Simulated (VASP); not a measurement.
# Tl (P6_3/mmc) in VASP: a series of runs

One crystal, Tl, is run at these levels: PBE; tasks: electric field gradients.

Everything below comes from runs of VASP 6.6.1. Logs are shortened: lines on timing, memory, paths and dates and some standing lists are left out, and cuts for length are marked.

### Step 1. The structure

It takes space group P6_3/mmc (No. 194, hexagonal). The conventional cell has a = 3.456 Å, b = 3.456 Å, c = 5.525 Å, α = 90.00°, β = 90.00°, γ = 120.00°. Tl (site symmetry -6m2) has 12 Tl at 3.41 to 3.46 Å as nearest neighbours.

### Step 2. Electric field gradients, PBE

INCAR reads:

```
  PREC = Accurate
  ENCUT = 520
  EDIFF = 1E-8
  ISMEAR = -1
  SIGMA = 0.05
  LREAL = False
  LASPH = True
  NELM = 100
  ALGO = Normal
  ISIF = 2
  LWAVE = False
  LCHARG = False
  GGA = PE
  LEFG = True
  NBANDS = 20
```

KPOINTS reads:

```
regular mesh
0
Gamma
  11 11 6
```

POSCAR reads:

```
Tl
1.0
    3.4559983565      0.0000000000      0.0000000000
   -1.7279991783      2.9929823722      0.0000000000
    0.0000000000      0.0000000000      5.5250000000
Tl
2
Direct
    0.3333333333      0.6666666667      0.2500000000
    0.6666666667      0.3333333333      0.7500000000
```

Potentials or basis: VASP PAW PBE potentials, release 64 (Tl_d).

Command:

```
> cat potpaw_PBE.64/Tl_d/POTCAR > POTCAR
> mpirun -np 1 vasp_std > vasp.out
```

OUTCAR:

```text
PREC = Accurate
   ENCUT = 520
   EDIFF = 1E-8
   ISMEAR = -1
   LREAL = False
   LASPH = True
   NELM = 100
   ISIF = 2
   GGA = PE

 ion  position               nearest neighbor table
   1  0.333  0.667  0.250-   2 3.41   2 3.41   2 3.41   2 3.41   2 3.41   2 3.41
   2  0.667  0.333  0.750-   1 3.41   1 3.41   1 3.41   1 3.41   1 3.41   1 3.41

  LATTYP: Found a hexagonal cell.
 ALAT       =     3.4559983565
 C/A-ratio  =     1.5986697417

  Lattice vectors:

 A1 = (   3.4559983565,   0.0000000000,   0.0000000000)
 A2 = (  -1.7279991783,   2.9929823722,   0.0000000000)
 A3 = (   0.0000000000,   0.0000000000,   5.5250000000)

Analysis of symmetry for initial positions (statically):
=====================================================================
 Subroutine PRICEL returns:
 Original cell was already a primitive cell.

 Routine SETGRP: Setting up the symmetry group for a
 hexagonal supercell.

 Subroutine GETGRP returns: Found 24 space group operations
 (whereof 12 operations were pure point group operations)
 out of a pool of 24 trial point group operations.

The static configuration has the point symmetry D_3d.
 The point group associated with its full space group is D_6h.

Analysis of symmetry for dynamics (positions and initial velocities):
=====================================================================
 Subroutine PRICEL returns:
 Original cell was already a primitive cell.

 Routine SETGRP: Setting up the symmetry group for a
 hexagonal supercell.

 Subroutine GETGRP returns: Found 24 space group operations
 (whereof 12 operations were pure point group operations)
 out of a pool of 24 trial point group operations.

The dynamic configuration has the point symmetry D_3d.
 The point group associated with its full space group is D_6h.

 Subroutine INISYM returns: Found 24 space group operations
 (whereof 12 operations are pure point group operations),
 and found     1 'primitive' translations

----------------------------------------------------------------------------------------

                                     Primitive cell

  volume of cell :      57.1492

  direct lattice vectors                    reciprocal lattice vectors
     3.455998356  0.000000000  0.000000000     0.289351989  0.167057449  0.000000000
    -1.727999178  2.992982372  0.000000000     0.000000000  0.334114898  0.000000000
     0.000000000  0.000000000  5.525000000     0.000000000  0.000000000  0.180995475

  length of vectors
     3.455998356  3.455998357  5.525000000     0.334114898  0.334114898  0.180995475

  position of ions in fractional coordinates (direct lattice)
     0.333333333  0.666666667  0.250000000
     0.666666667  0.333333333  0.750000000

  ion indices of the primitive-cell ions
   primitive index   ion index
                 1           1
                 2           2

----------------------------------------------------------------------------------------

 KPOINTS: regular mesh

Automatic generation of k-mesh.
 Grid dimensions read from file:
 generate k-points for:   11   11    6

 Generating k-lattice:

  Cartesian coordinates                     Fractional coordinates (reciprocal lattice)
     0.026304726  0.015187041  0.000000000     0.090909091  0.000000000  0.000000000
     0.000000000  0.030374082  0.000000000     0.000000000  0.090909091  0.000000000
     0.000000000  0.000000000  0.030165913     0.000000000  0.000000000  0.166666667

  Length of vectors
     0.030374082  0.030374082  0.030165913

  Shift w.r.t. Gamma in fractional coordinates (k-lattice)
     0.000000000  0.000000000  0.000000000

 Subroutine IBZKPT returns following result:
 ===========================================

 Found     64 irreducible k-points:

 Following reciprocal coordinates:
            Coordinates               Weight
  0.000000  0.000000  0.000000      1.000000
  0.090909  0.000000  0.000000      6.000000
  0.181818  0.000000  0.000000      6.000000
  0.272727  0.000000  0.000000      6.000000
  0.363636  0.000000  0.000000      6.000000
  0.454545  0.000000  0.000000      6.000000
[... 16 lines left out ...]
  0.090909  0.090909  0.166667     12.000000
  0.181818  0.090909  0.166667     24.000000
 [... further k-points ...]
   k-points           NKPTS =     64   k-points in BZ     NKDIM =     64   number of bands    NBANDS=     20
   number of dos      NEDOS =    301   number of ions     NIONS =      2
   total plane-waves  NPLWV =  32928
   dimension x,y,z NGX =    28 NGY =   28 NGZ =   42
   dimension x,y,z NGXF=    56 NGYF=   56 NGZF=   84
   ions per type =               2
   NGX,Y,Z   is equivalent  to a cutoff of  13.47, 13.47, 12.64 a.u.
   NGXF,Y,Z  is equivalent  to a cutoff of  26.94, 26.94, 25.28 a.u.
 SYSTEM =  unknown system
   PREC   = accura    normal or accurate (medium, high low for compatibility)
   ISTART =      0    job   : 0-new  1-cont  2-samecut
   ICHARG =      2    charge: 1-file 2-atom 10-const
   ISPIN  =      1    spin polarized calculation?
   LNONCOLLINEAR =      F non collinear calculations
   LSORBIT =      F    spin-orbit coupling
   LASPH  =      T    aspherical Exc in radial PAW
   ENCUT  =  520.0 eV  38.22 Ry    6.18 a.u.   6.43  6.43 10.27*2*pi/ulx,y,z
   NELM   =    100;   NELMIN=  2; NELMDL= -5     # of ELM steps
   EDIFF  = 0.1E-07   stopping-criterion for ELM
   LREAL  =      F    real-space projection
   EDIFFG = 0.1E-06   stopping-criterion for IOM
   NSW    =      0    number of steps for IOM
   IBRION =     -1    ionic relax: 0-MD 1-quasi-New 2-CG
   NFREE  =      0    steps in history (QN), initial steepest desc. (CG)
   ISIF   =      2    stress and relaxation
   ISYM   =      2    0-nonsym 1-usesym 2-fastsym
   POTIM  = 0.5000    time-step for ionic-motion
   TEBEG  =    0.0;   TEEND  =   0.0 temperature during run
   PSTRESS=    0.0 pullay stress
   NELECT =      26.0000    total number of electrons
   NUPDOWN=      -1.0000    fix difference up-down
   EMIN   =  10.00;   EMAX   =-10.00  energy-range for DOS
   EFERMI =   0.00;   METHOD = LEGACY
   ISMEAR =    -1;   SIGMA  =   0.05  broadening in eV -4-tet -1-fermi 0-gaus
   EFERMI_NEDOS =   21; number of points for ismear=-14 and -15
   IALGO  =     38    algorithm
   IMIX   =      4    mixing-type and parameters
     AMIX     =   0.40;   BMIX     =  1.00
     AMIX_MAG =   1.60;   BMIX_MAG =  1.00
  volume/ion in A,a.u.               =      28.57       192.83
  Fermi-wavevector in a.u.,A,eV,Ry     =   1.259107  2.379367 21.570001  1.585350
  Thomas-Fermi vector in A             =   2.392683
   LORBIT       =      0    0 simple, 1 ext, 2 COOP (PROOUT), +10 PAW based schemes
   GGA     = PE    functional components
   LHFCALC =     F    Hartree Fock is set to
   AEXX    =    0.0000 exact exchange contribution
   IVDW    =     0    specifies the selected vdW correction
   LEPSILON=     F    determine dielectric tensor
   LRPA    =     F    only Hartree local field effects (RPA)
 non-spin polarized calculation
  energy-cutoff  :      520.00
  volume of cell :       57.15
 maximum number of plane-waves:      1566
 NGX is ok and might be reduce to    28

 number of electron      26.0000004 magnetization

 Free energy of the ion-electron system (eV)
  ---------------------------------------------------
  ext. energy  EPLUGINS =         0.00000000
  ---------------------------------------------------
  free energy    TOTEN  =        -4.41065603 eV

  energy without entropy =       -4.40117503  energy(sigma->0) =       -4.40591553

 E-fermi :   6.5543     XC(G=0): -10.1949

 val. band max:        6.5343232493   @ k =   0.4545   0.0909   0.1667
 cond. band min:       6.5641401651   @ k =   0.2727   0.1818   0.5000
 fundamental gap:      0.0298169158
 Fermi energy:         6.5543133890

 k-point     1 :       0.0000    0.0000    0.0000
  band No.  band energies     occupation
      1      -5.2286      2.00000
      2      -4.9993      2.00000
      3      -4.9817      2.00000
      4      -4.9817      2.00000
      5      -4.9282      2.00000
      6      -4.9282      2.00000
[... 12 lines left out ...]
     19      17.4111      0.00000
     20      17.5060      0.00000

 k-point     2 :       0.0909    0.0000    0.0000
  band No.  band energies     occupation
      1      -5.2019      2.00000
      2      -5.0329      2.00000
      3      -4.9466      2.00000
      4      -4.9424      2.00000
      5      -4.9278      2.00000
      6      -4.8954      2.00000
[... 498 lines left out ...]
 k-point    24 :       0.1818    0.0909    0.1667
  band No.  band energies     occupation
      1      -5.1670      2.00000
      2      -5.0656      2.00000
      3      -5.0157      2.00000
      4      -4.9508      2.00000
      5      -4.9292      2.00000
      6      -4.8031      2.00000
[... 12 lines left out ...]
     19      16.7104      0.00000
     20      17.5783      0.00000

 [... further k-points ...]
[... 5 lines left out ...]
  --------------------------------------------------------------------------------------
  -------------------------------------------------------------------------------------
  Total        1.0986462      1.0986462      1.1608688     -0.0000000      0.0000000      0.0000000
  in kB       30.8005512     30.8005512     32.5449595     -0.0000000      0.0000000      0.0000000
  external PRESSURE =      31.3820206 kB  Pullay stress =       0.0000000 kB

 VOLUME and BASIS-vectors are now :
 -----------------------------------------------------------------------------
  energy-cutoff  :      520.00
  volume of cell :       57.15
      direct lattice vectors                 reciprocal lattice vectors
     3.455998356  0.000000000  0.000000000     0.289351989  0.167057449  0.000000000
    -1.727999178  2.992982372  0.000000000     0.000000000  0.334114898  0.000000000
     0.000000000  0.000000000  5.525000000     0.000000000  0.000000000  0.180995475

 POSITION                                       TOTAL-FORCE (eV/Angst)
 -----------------------------------------------------------------------------------
     -0.00000      1.99532      1.38125         0.000000      0.000000      0.000000
      1.72800      0.99766      4.14375        -0.000000      0.000000      0.000000
 -----------------------------------------------------------------------------------
    total drift:                                0.000000     -0.000000      0.000000

  FREE ENERGIE OF THE ION-ELECTRON SYSTEM (eV)
  ---------------------------------------------------
  free  energy   TOTEN  =        -4.4106560324 eV

  energy  without entropy=       -4.4011750335  energy(sigma->0) =       -4.40591553

 Electric field gradients (V/A^2)
---------------------------------------------------------------------
 ion       V_xx      V_yy      V_zz      V_xy      V_xz      V_yz
---------------------------------------------------------------------
   1      11.349    11.349   -22.699    -0.000     0.000    -0.000
   2      11.349    11.349   -22.699    -0.000    -0.000     0.000
---------------------------------------------------------------------

 Electric field gradients after diagonalization (V/A^2)
 (convention: |V_zz| > |V_xx| > |V_yy|)
----------------------------------------------------------------------
 ion       V_xx      V_yy      V_zz     asymmetry (V_yy - V_xx)/ V_zz
----------------------------------------------------------------------
   1      11.350    11.349   -22.699       0.000
   2      11.350    11.349   -22.699       0.000
----------------------------------------------------------------------

           NMR quadrupolar parameters

 Cq : quadrupolar parameter    Cq=e*Q*V_zz/h
 eta: asymmetry parameters     (V_yy - V_xx)/ V_zz
 Q  : nuclear electric quadrupole moment in mb (millibarn)
----------------------------------------------------------------------
 ion       Cq(MHz)       eta       Q (mb)
----------------------------------------------------------------------
   1      -0.055       0.000       1.000
   2      -0.055       0.000       1.000
----------------------------------------------------------------------
```

Wall time 45 s (1 thread of AMD EPYC 7R13 (Zen 3), shared host); peak memory 0.18 GiB.

Results:

```yaml
Free_energy: -4.4107 eV
Pressure: 3.1 GPa
Band_gap_on_the_k_mesh: none (metal or under the smearing width)
```

Electric field gradients, principal values (V/Å²):
```csv
atom,Vxx,Vyy,Vzz
1 Tl,11.349,11.350,-22.699
2 Tl,11.349,11.350,-22.699
```

The run has no spin-orbit coupling, so splittings on Tl are missing.

### Step 3. Electric field gradients, PBE (volume scaled by 1.03)

INCAR reads:

```
SYSTEM = Tl
ALGO = Fast ; EDIFF = 1E-8
ENCUT = 520 ; GGA = PE
ISIF = 2 ; ISMEAR = -1
LASPH = .True. ; LCHARG = .False.
LEFG = .True. ; LREAL = .False.
LWAVE = .False. ; NBANDS = 20
NELM = 100 ; PREC = Accurate
SIGMA = 0.05
```

KPOINTS reads:

```
k-points
0
Gamma
  11 11 6
  0 0 0
```

POSCAR reads:

```
Tl
1.0
    3.4902183875      0.0000000000      0.0000000000
   -1.7451091938      3.0226177884      0.0000000000
    0.0000000000      0.0000000000      5.5797065281
Tl
2
Direct
    0.3333333333      0.6666666667      0.2500000000
    0.6666666667      0.3333333333      0.7500000000
```

Potentials or basis: VASP PAW PBE potentials, release 64 (Tl_d).

Command:

```
> cat potpaw_PBE.64/Tl_d/POTCAR > POTCAR
> mpirun -np 1 vasp_std > vasp.out
```

OUTCAR:

```text
SYSTEM = Tl
   EDIFF = 1E-8
   ENCUT = 520
   GGA = PE
   ISIF = 2
   ISMEAR = -1
   LASPH = .True.
   LREAL = .False.
   NELM = 100
   PREC = Accurate

 ion  position               nearest neighbor table
   1  0.333  0.667  0.250-   2 3.44   2 3.44   2 3.44   2 3.44   2 3.44   2 3.44
   2  0.667  0.333  0.750-   1 3.44   1 3.44   1 3.44   1 3.44   1 3.44   1 3.44

  LATTYP: Found a hexagonal cell.
 ALAT       =     3.4902183875
 C/A-ratio  =     1.5986697417

  Lattice vectors:

 A1 = (   3.4902183875,   0.0000000000,   0.0000000000)
 A2 = (  -1.7451091938,   3.0226177884,   0.0000000000)
 A3 = (   0.0000000000,   0.0000000000,   5.5797065281)

Analysis of symmetry for initial positions (statically):
=====================================================================
 Subroutine PRICEL returns:
 Original cell was already a primitive cell.

 Routine SETGRP: Setting up the symmetry group for a
 hexagonal supercell.
[... 745 lines left out ...]
  volume of cell :       58.86
      direct lattice vectors                 reciprocal lattice vectors
     3.490218388  0.000000000  0.000000000     0.286515023  0.165419525  0.000000000
    -1.745109194  3.022617788  0.000000000     0.000000000  0.330839051  0.000000000
     0.000000000  0.000000000  5.579706528     0.000000000  0.000000000  0.179220895

 POSITION                                       TOTAL-FORCE (eV/Angst)
 -----------------------------------------------------------------------------------
     -0.00000      2.01508      1.39493        -0.000000      0.000000      0.000000
      1.74511      1.00754      4.18478         0.000000     -0.000000      0.000000
 -----------------------------------------------------------------------------------
    total drift:                               -0.000000      0.000000     -0.000000

  FREE ENERGIE OF THE ION-ELECTRON SYSTEM (eV)
  ---------------------------------------------------
  free  energy   TOTEN  =        -4.4386994076 eV

  energy  without entropy=       -4.4291385317  energy(sigma->0) =       -4.43391897

 Electric field gradients (V/A^2)
---------------------------------------------------------------------
 ion       V_xx      V_yy      V_zz      V_xy      V_xz      V_yz
---------------------------------------------------------------------
   1      10.681    10.682   -21.363     0.000     0.000    -0.000
   2      10.681    10.682   -21.363     0.000    -0.000     0.000
---------------------------------------------------------------------

 Electric field gradients after diagonalization (V/A^2)
 (convention: |V_zz| > |V_xx| > |V_yy|)
----------------------------------------------------------------------
 ion       V_xx      V_yy      V_zz     asymmetry (V_yy - V_xx)/ V_zz
----------------------------------------------------------------------
   1      10.682    10.681   -21.363       0.000
   2      10.682    10.681   -21.363       0.000
----------------------------------------------------------------------

           NMR quadrupolar parameters

 Cq : quadrupolar parameter    Cq=e*Q*V_zz/h
 eta: asymmetry parameters     (V_yy - V_xx)/ V_zz
 Q  : nuclear electric quadrupole moment in mb (millibarn)
----------------------------------------------------------------------
 ion       Cq(MHz)       eta       Q (mb)
----------------------------------------------------------------------
   1      -0.052       0.000       1.000
   2      -0.052       0.000       1.000
----------------------------------------------------------------------
```

stdout:

```text
POSCAR found type information on POSCAR Tl
 POSCAR found :  1 types and       2 ions
 scaLAPACK will be used
 LDA part: xc-table for (Slater+PW92), standard interpolation
 POSCAR, INCAR and KPOINTS ok, starting setup
 FFT: planning ... GRIDC
 FFT: planning ... GRID_SOFT
 FFT: planning ... GRID
 WAVECAR not read
 entering main loop
ion   1

ion   2
```

Wall time 59 s (1 thread of AMD EPYC 7R13 (Zen 3), shared host); peak memory 0.18 GiB.

Results:

```
Free energy            : -4.4387 eV
Pressure               : 2.0 GPa
Band gap on the k mesh : none (metal or under the smearing width)
```

Electric field gradients, principal values (V/Å²):
```csv
atom,Vxx,Vyy,Vzz
1 Tl,10.681,10.682,-21.363
2 Tl,10.681,10.682,-21.363
```

The run has no spin-orbit coupling, so splittings on Tl are missing.
